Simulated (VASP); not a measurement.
# Sb2S3 (Stibnite) (Pnma) in VASP: notebook

One crystal, Sb2S3 (Stibnite), is run at these levels: PBE, PBEsol; tasks: relaxation of cell and atoms.

Everything below comes from runs of VASP 6.6.1. Logs are shortened: lines on timing, memory, paths and dates and some standing lists are left out, and cuts for length are marked.

### 1 The crystal as given

Symmetry: Pnma, No. 62, orthorhombic system. Conventional cell: a = 11.311 Å, b = 3.839 Å, c = 11.223 Å, α = 90.00°, β = 90.00°, γ = 90.00°. Around Sb (site symmetry m) lie 3 S at 2.52 to 2.54 Å. Sb (site symmetry m) has 3 S at 2.46 to 2.68 Å as nearest neighbours. S (site symmetry m) is surrounded by 3 Sb at 2.52 to 2.68 Å. Around S (site symmetry m) lie 1 Sb at 2.46 Å. Around S (site symmetry m) lie 2 Sb at 2.54 Å.

### 2 Relaxation of cell and atoms, PBE

INCAR

```
ALGO = Normal ; EDIFF = 1E-6
EDIFFG = -0.01 ; ENCUT = 600
GGA = PE ; IBRION = 2
ISIF = 3 ; ISMEAR = 0
KPAR = 4 ; LASPH = True
LCHARG = False ; LREAL = False
LWAVE = False ; NELM = 80
NSW = 90 ; PREC = Accurate
SIGMA = 0.03
```

KPOINTS

```
k-points
0
Gamma
  4 8 4
```

POSCAR

```
Sb2S3
1.0
   11.3110000000      0.0000000000      0.0000000000
    0.0000000000      3.8389000000      0.0000000000
    0.0000000000      0.0000000000     11.2230000000
Sb S
8 12
Direct
    0.4706100000      0.2500000000      0.3259500000
    0.0293900000      0.7500000000      0.8259500000
    0.9706100000      0.2500000000      0.1740500000
    0.5293900000      0.7500000000      0.6740500000
    0.3505900000      0.7500000000      0.0360200000
    0.1494100000      0.2500000000      0.5360200000
    0.8505900000      0.7500000000      0.4639800000
    0.6494100000      0.2500000000      0.9639800000
    0.2921400000      0.2500000000      0.1918100000
    0.2078600000      0.7500000000      0.6918100000
    0.7921400000      0.2500000000      0.3081900000
    0.7078600000      0.7500000000      0.8081900000
    0.5498000000      0.7500000000      0.1230000000
    0.9502000000      0.2500000000      0.6230000000
    0.0498000000      0.7500000000      0.3770000000
    0.4502000000      0.2500000000      0.8770000000
    0.3751000000      0.7500000000      0.4389000000
    0.1249000000      0.2500000000      0.9389000000
    0.8751000000      0.7500000000      0.0611000000
    0.6249000000      0.2500000000      0.5611000000
```

Potentials or basis: VASP PAW PBE potentials, release 64 (Sb, S).

Command:

```sh
$ cat potpaw_PBE.64/Sb/POTCAR potpaw_PBE.64/S/POTCAR > POTCAR
$ mpirun -np 4 vasp_std > vasp.out
```

OUTCAR:

```text
EDIFF = 1E-6
   EDIFFG = -0.01
   ENCUT = 600
   GGA = PE
   IBRION = 2
   ISIF = 3
   ISMEAR = 0
   LASPH = True
   LREAL = False
   NELM = 80
   NSW = 90
   PREC = Accurate

 ion  position               nearest neighbor table
   1  0.471  0.250  0.326-   9 2.52  17 2.54  17 2.54  13 3.11  13 3.11  20 3.16
   2  0.029  0.750  0.826-  10 2.52  18 2.54  18 2.54  14 3.11  14 3.11  19 3.16
   3  0.971  0.250  0.174-  11 2.52  19 2.54  19 2.54  15 3.11  15 3.11  18 3.16
   4  0.529  0.750  0.674-  12 2.52  20 2.54  20 2.54  16 3.11  16 3.11  17 3.16
   5  0.351  0.750  0.036-  13 2.46   9 2.68   9 2.68  16 2.85  16 2.85
   6  0.149  0.250  0.536-  14 2.46  10 2.68  10 2.68  15 2.85  15 2.85
   7  0.851  0.750  0.464-  15 2.46  11 2.68  11 2.68  14 2.85  14 2.85
   8  0.649  0.250  0.964-  16 2.46  12 2.68  12 2.68  13 2.85  13 2.85
   9  0.292  0.250  0.192-   1 2.52   5 2.68   5 2.68
  10  0.208  0.750  0.692-   2 2.52   6 2.68   6 2.68
  11  0.792  0.250  0.308-   3 2.52   7 2.68   7 2.68
  12  0.708  0.750  0.808-   4 2.52   8 2.68   8 2.68
  13  0.550  0.750  0.123-   5 2.46   8 2.85   8 2.85   1 3.11   1 3.11
  14  0.950  0.250  0.623-   6 2.46   7 2.85   7 2.85   2 3.11   2 3.11
  15  0.050  0.750  0.377-   7 2.46   6 2.85   6 2.85   3 3.11   3 3.11
  16  0.450  0.250  0.877-   8 2.46   5 2.85   5 2.85   4 3.11   4 3.11
  17  0.375  0.750  0.439-   1 2.54   1 2.54   4 3.16
  18  0.125  0.250  0.939-   2 2.54   2 2.54   3 3.16
  19  0.875  0.750  0.061-   3 2.54   3 2.54   2 3.16
  20  0.625  0.250  0.561-   4 2.54   4 2.54   1 3.16

  LATTYP: Found a simple orthorhombic cell.
 ALAT       =     3.8389000000
 B/A-ratio  =     2.9234937091
 C/A-ratio  =     2.9464169424

  Lattice vectors:

 A1 = (   0.0000000000,   3.8389000000,   0.0000000000)
 A2 = (   0.0000000000,   0.0000000000,  11.2230000000)
 A3 = (  11.3110000000,   0.0000000000,   0.0000000000)

Analysis of symmetry for initial positions (statically):
=====================================================================
 Subroutine PRICEL returns:
 Original cell was already a primitive cell.

 Routine SETGRP: Setting up the symmetry group for a
 simple orthorhombic supercell.

 Subroutine GETGRP returns: Found  8 space group operations
 (whereof  2 operations were pure point group operations)
 out of a pool of  8 trial point group operations.

The static configuration has the point symmetry S_2 .
 The point group associated with its full space group is D_2h.

Analysis of symmetry for dynamics (positions and initial velocities):
=====================================================================
 Subroutine PRICEL returns:
 Original cell was already a primitive cell.

 Routine SETGRP: Setting up the symmetry group for a
 simple orthorhombic supercell.

 Subroutine GETGRP returns: Found  8 space group operations
 (whereof  2 operations were pure point group operations)
 out of a pool of  8 trial point group operations.

The dynamic configuration has the point symmetry S_2 .
 The point group associated with its full space group is D_2h.

 Subroutine INISYM returns: Found  8 space group operations
 (whereof  2 operations are pure point group operations),
 and found     1 'primitive' translations

----------------------------------------------------------------------------------------

                                     Primitive cell

  volume of cell :     487.3228

  direct lattice vectors                    reciprocal lattice vectors
    11.311000000  0.000000000  0.000000000     0.088409513  0.000000000  0.000000000
     0.000000000  3.838900000  0.000000000     0.000000000  0.260491287  0.000000000
     0.000000000  0.000000000 11.223000000     0.000000000  0.000000000  0.089102735

  length of vectors
    11.311000000  3.838900000 11.223000000     0.088409513  0.260491287  0.089102735

  position of ions in fractional coordinates (direct lattice)
     0.470610000  0.250000000  0.325950000
     0.029390000  0.750000000  0.825950000
     0.970610000  0.250000000  0.174050000
     0.529390000  0.750000000  0.674050000
     0.350590000  0.750000000  0.036020000
     0.149410000  0.250000000  0.536020000
[... 12 lines left out ...]
     0.875100000  0.750000000  0.061100000
     0.624900000  0.250000000  0.561100000

  ion indices of the primitive-cell ions
   primitive index   ion index
                 1           1
                 2           2
                 3           3
                 4           4
[... 44 lines left out ...]
            Coordinates               Weight
  0.000000  0.000000  0.000000      1.000000
  0.250000  0.000000  0.000000      2.000000
  0.500000  0.000000  0.000000      1.000000
  0.000000  0.125000  0.000000      2.000000
  0.250000  0.125000  0.000000      4.000000
  0.500000  0.125000  0.000000      2.000000
[... 16 lines left out ...]
  0.250000  0.250000  0.250000      8.000000
  0.500000  0.250000  0.250000      4.000000
 [... further k-points ...]
   k-points           NKPTS =     45   k-points in BZ     NKDIM =     45   number of bands    NBANDS=     67
   number of dos      NEDOS =    301   number of ions     NIONS =     20
   total plane-waves  NPLWV = 259200
   dimension x,y,z NGX =    90 NGY =   32 NGZ =   90
   dimension x,y,z NGXF=   180 NGYF=   64 NGZF=  180
   ions per type =               8  12
   NGX,Y,Z   is equivalent  to a cutoff of  13.23, 13.86, 13.33 a.u.
   NGXF,Y,Z  is equivalent  to a cutoff of  26.46, 27.72, 26.66 a.u.
 SYSTEM =  unknown system
   PREC   = accura    normal or accurate (medium, high low for compatibility)
   ISTART =      0    job   : 0-new  1-cont  2-samecut
   ICHARG =      2    charge: 1-file 2-atom 10-const
   ISPIN  =      1    spin polarized calculation?
   LNONCOLLINEAR =      F non collinear calculations
   LSORBIT =      F    spin-orbit coupling
   LASPH  =      T    aspherical Exc in radial PAW
   ENCUT  =  600.0 eV  44.10 Ry    6.64 a.u.  22.59  7.67 22.42*2*pi/ulx,y,z
   NELM   =     80;   NELMIN=  2; NELMDL= -5     # of ELM steps
   EDIFF  = 0.1E-05   stopping-criterion for ELM
   LREAL  =      F    real-space projection
   EDIFFG = -.1E-01   stopping-criterion for IOM
   NSW    =     90    number of steps for IOM
   IBRION =      2    ionic relax: 0-MD 1-quasi-New 2-CG
   NFREE  =      1    steps in history (QN), initial steepest desc. (CG)
   ISIF   =      3    stress and relaxation
   ISYM   =      2    0-nonsym 1-usesym 2-fastsym
   POTIM  = 0.5000    time-step for ionic-motion
   TEBEG  =    0.0;   TEEND  =   0.0 temperature during run
   PSTRESS=    0.0 pullay stress
   NELECT =     112.0000    total number of electrons
   NUPDOWN=      -1.0000    fix difference up-down
   EMIN   =  10.00;   EMAX   =-10.00  energy-range for DOS
   EFERMI =   0.00;   METHOD = LEGACY
   ISMEAR =     0;   SIGMA  =   0.03  broadening in eV -4-tet -1-fermi 0-gaus
   EFERMI_NEDOS =   21; number of points for ismear=-14 and -15
   IALGO  =     38    algorithm
   IMIX   =      4    mixing-type and parameters
     AMIX     =   0.40;   BMIX     =  1.00
     AMIX_MAG =   1.60;   BMIX_MAG =  1.00
  volume/ion in A,a.u.               =      24.37       164.43
  Fermi-wavevector in a.u.,A,eV,Ry     =   1.002787  1.894992 13.681764  1.005581
  Thomas-Fermi vector in A             =   2.135296
   LORBIT       =      0    0 simple, 1 ext, 2 COOP (PROOUT), +10 PAW based schemes
   GGA     = PE    functional components
   LHFCALC =     F    Hartree Fock is set to
   AEXX    =    0.0000 exact exchange contribution
   IVDW    =     0    specifies the selected vdW correction
   LEPSILON=     F    determine dielectric tensor
   LRPA    =     F    only Hartree local field effects (RPA)
 conjugate gradient relaxation of ions
 non-spin polarized calculation
 Gauss-broadening in eV      SIGMA  =   0.03
  energy-cutoff  :      600.00
  volume of cell :      487.32
 maximum number of plane-waves:     16327
   NGX = 45   NGY = 15   NGZ = 45

--------------------------------------- Ionic step        1  -------------------------------------------

 number of electron     111.9999995 magnetization

 Free energy of the ion-electron system (eV)
  ---------------------------------------------------
  ext. energy  EPLUGINS =         0.00000000
  ---------------------------------------------------
  free energy    TOTEN  =       -87.54715850 eV

  energy without entropy =      -87.54715850  energy(sigma->0) =      -87.54715850

------------------------ aborting loop because EDIFF is reached ----------------------------------------

  FORCE on cell =-STRESS in cart. coord.  units (eV):
  Direction    XX          YY          ZZ          XY          YZ          ZX
  --------------------------------------------------------------------------------------
  -------------------------------------------------------------------------------------
  Total        9.4426525      6.7740374      6.3061758      0.0000000      0.0000000      0.0000000
  in kB       31.0447257     22.2710866     20.7328923      0.0000000      0.0000000      0.0000000
  external PRESSURE =      24.6829015 kB  Pullay stress =       0.0000000 kB
[... 143 lines left out ...]
  FREE ENERGIE OF THE ION-ELECTRON SYSTEM (eV)
  ---------------------------------------------------
  free  energy   TOTEN  =       -87.6776153325 eV

  energy  without entropy=      -87.6776153325  energy(sigma->0) =      -87.67761533

[... ionic steps 4 to 26 ...]

--------------------------------------- Ionic step       27  -------------------------------------------

 number of electron     111.9999997 magnetization

------------------------ aborting loop because EDIFF is reached ----------------------------------------
[... 103 lines left out ...]
--------------------------------------- Ionic step       29  -------------------------------------------

 number of electron     111.9999997 magnetization

 Free energy of the ion-electron system (eV)
  ---------------------------------------------------
  ext. energy  EPLUGINS =         0.00000000
  ---------------------------------------------------
  free energy    TOTEN  =       -87.78389784 eV

  energy without entropy =      -87.78389784  energy(sigma->0) =      -87.78389784

 E-fermi :   4.4426     XC(G=0):  -8.9996

 val. band max:        4.3058545283   @ k =   0.5000   0.0000   0.0000
 cond. band min:       5.6215129569   @ k =   0.0000   0.0000   0.5000
 fundamental gap:      1.3156584285
 Fermi energy:         4.4426006162

 k-point     1 :       0.0000    0.0000    0.0000
  band No.  band energies     occupation
      1      -9.6322      2.00000
      2      -9.4807      2.00000
      3      -8.9961      2.00000
      4      -8.8913      2.00000
      5      -8.6982      2.00000
      6      -8.5831      2.00000
[... 1669 lines left out ...]
     66       7.4908      0.00000
     67       7.7152      0.00000

 [... further k-points ...]

------------------------ aborting loop because EDIFF is reached ----------------------------------------

  FORCE on cell =-STRESS in cart. coord.  units (eV):
  Direction    XX          YY          ZZ          XY          YZ          ZX
  --------------------------------------------------------------------------------------
  -------------------------------------------------------------------------------------
  Total        0.0735583      0.1349223      0.1113745      0.0000000      0.0000000      0.0000000
  in kB        0.2230852      0.4091879      0.3377726      0.0000000      0.0000000      0.0000000
  external PRESSURE =       0.3233486 kB  Pullay stress =       0.0000000 kB
[... 35 lines left out ...]
  FREE ENERGIE OF THE ION-ELECTRON SYSTEM (eV)
  ---------------------------------------------------
  free  energy   TOTEN  =       -87.7838978423 eV

  energy  without entropy=      -87.7838978423  energy(sigma->0) =      -87.78389784

 reached required accuracy - stopping structural energy minimisation
```

It took 3.2 h on 4 MPI ranks of Intel Xeon Platinum 8488C (Sapphire Rapids), shared host; peak memory 1.5 GiB.

Results:

- Free energy: -87.7839 eV
- Relaxed volume: 26.41 Å³/atom
- Relaxed cell: a = 12.148 Å, b = 3.869 Å, c = 11.241 Å, α = 90.00°, β = 90.00°, γ = 90.00°
- Space group after relaxing (to 0.05 Å): Pnma (No. 62)
- Energy gained by relaxing: 11.8 meV/atom
- Ionic steps: 29
- Pressure after relaxing: 0.0 GPa
- Largest force after relaxing: 0.010 eV/Å
- Band gap on the k mesh: 1.32 eV, indirect (least direct gap 1.35 eV)

Forces in eV/Å, atoms in the order of the input:
```
Sb   0.005  0.000 -0.005
Sb  -0.005  0.000 -0.005
Sb   0.005  0.000  0.005
Sb  -0.005  0.000  0.005
Sb   0.003  0.000 -0.009
Sb  -0.003  0.000 -0.009
Sb   0.003  0.000  0.009
Sb  -0.003  0.000  0.009
S   -0.005  0.000  0.005
S    0.005  0.000  0.005
S   -0.005  0.000 -0.005
S    0.005  0.000 -0.005
S   -0.002  0.000  0.000
S    0.002  0.000  0.000
S   -0.002  0.000  0.000
S    0.002  0.000  0.000
S   -0.003  0.000  0.008
S    0.003  0.000  0.008
S   -0.003  0.000 -0.008
S    0.003  0.000 -0.008
```

The path:
```csv
step,energy change (eV),largest force (eV/Å),pressure (GPa),volume (Å³)
1,0.0000,0.3377,2.47,487.32
2,-0.0436,0.4234,-1.69,514.27
3,-0.1305,0.1512,0.06,501.81
4,-0.1447,0.1354,0.06,503.37
5,-0.1734,0.1184,0.08,508.02
6,-0.1724,0.2458,0.18,517.27
7,-0.1825,0.1608,0.13,512.57
8,-0.1963,0.1255,0.00,515.56
9,-0.2130,0.0751,-0.23,521.93
10,-0.2151,0.0787,-0.33,525.00
11,-0.2213,0.1512,0.29,523.41
12,-0.2222,0.1217,0.12,523.83
13,-0.2279,0.0831,0.06,525.05
14,-0.2289,0.0611,0.03,525.71
15,-0.2316,0.0611,-0.04,526.78
16,-0.2321,0.0813,-0.08,527.48
17,-0.2338,0.0383,0.04,527.10
18,-0.2339,0.0361,0.07,527.00
19,-0.2347,0.0364,-0.03,527.91
20,-0.2347,0.0323,-0.02,527.83
21,-0.2352,0.0201,-0.01,527.82
22,-0.2355,0.0217,0.00,527.81
23,-0.2353,0.0479,0.02,527.80
24,-0.2356,0.0268,0.00,527.81
25,-0.2361,0.0190,0.01,527.90
26,-0.2364,0.0205,0.01,528.02
27,-0.2366,0.0195,-0.01,528.44
28,-0.2366,0.0136,-0.01,528.35
29,-0.2367,0.0099,0.03,528.29
```

Final structure:
```yaml
crystal:
  lattice:
    - [12.14758, 0.00000, 0.00000]
    - [0.00000, 3.86868, 0.00000]
    - [0.00000, 0.00000, 11.24137]
  atoms:
    - { symbol: Sb, position: [0.46555, 0.25000, 0.32814] }
    - { symbol: Sb, position: [0.03445, 0.75000, 0.82814] }
    - { symbol: Sb, position: [0.96555, 0.25000, 0.17186] }
    - { symbol: Sb, position: [0.53445, 0.75000, 0.67186] }
    - { symbol: Sb, position: [0.35940, 0.75000, 0.03339] }
    - { symbol: Sb, position: [0.14060, 0.25000, 0.53339] }
    - { symbol: Sb, position: [0.85940, 0.75000, 0.46661] }
    - { symbol: Sb, position: [0.64060, 0.25000, 0.96661] }
    - { symbol: S, position: [0.30099, 0.25000, 0.18765] }
    - { symbol: S, position: [0.19901, 0.75000, 0.68765] }
    - { symbol: S, position: [0.80099, 0.25000, 0.31235] }
    - { symbol: S, position: [0.69901, 0.75000, 0.81235] }
    - { symbol: S, position: [0.54527, 0.75000, 0.12487] }
    - { symbol: S, position: [0.95473, 0.25000, 0.62487] }
    - { symbol: S, position: [0.04527, 0.75000, 0.37513] }
    - { symbol: S, position: [0.45473, 0.25000, 0.87513] }
    - { symbol: S, position: [0.37572, 0.75000, 0.44272] }
    - { symbol: S, position: [0.12428, 0.25000, 0.94272] }
    - { symbol: S, position: [0.87572, 0.75000, 0.05728] }
    - { symbol: S, position: [0.62428, 0.25000, 0.55728] }
```

Caveat: spin-orbit coupling is left out, which moves the levels of the heavy elements. PBE usually gives volumes a little too large and moduli too small.

(Part 1 of 2 ends here.)
